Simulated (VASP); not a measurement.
WC (Qusongite):

```
CELL_PARAMETERS angstrom
2.90650 0.00000 0.00000
-1.45325 2.51710 0.00000
0.00000 0.00000 2.83660
ATOMIC_POSITIONS crystal
W 0.00000 0.00000 0.00000
C 0.66667 0.33333 0.50000
```

| Quantity | Value |
| --- | --- |
| Program | VASP 6.6.1 |
| Task | single point |
| Functional | PBEsol |
| Potentials or basis | VASP PAW PBE potentials, release 64 (W_sv, C) |
| Cutoff | 520 eV |
| k mesh | 10 × 10 × 9 |
| Occupations | fermi-dirac, width 0.05 eV |
| Spin | no spin polarisation |

On this cell: pressure -2.3 GPa; largest force under 0.003 eV/Å; band gap on the k mesh none (metal or under the smearing width).

The same run follows on a disturbed copy (atoms moved at random, drawn with an rms of 0.05 Å):

```xyz
2
Lattice="2.9065 0.0000 0.0000 -1.4532 2.5171 0.0000 0.0000 0.0000 2.8366" Properties=species:S:1:pos:R:3 pbc="T T T"
W     0.0076    0.0168    0.0552
C     1.5104    0.8177    1.4749
```

**Question.** What changes?

**Answer.** The energy (extrapolated to zero smearing) moves by +16.0 meV/atom; pressure -1.6 GPa; largest force 1.031 eV/Å; band gap on the k mesh none (metal or under the smearing width).

Forces in eV/Å, atoms in the order of the input:
```
W    0.826 -0.617  0.019
C   -0.826  0.617 -0.019
```

Stress tensor (GPa, compression positive):
```
 0.12 -2.10  0.03
-2.10 -3.06 -0.02
 0.03 -0.02 -1.83
```

Caveats: the PAW data sets were made with another functional, which shifts forces and pressure a little.
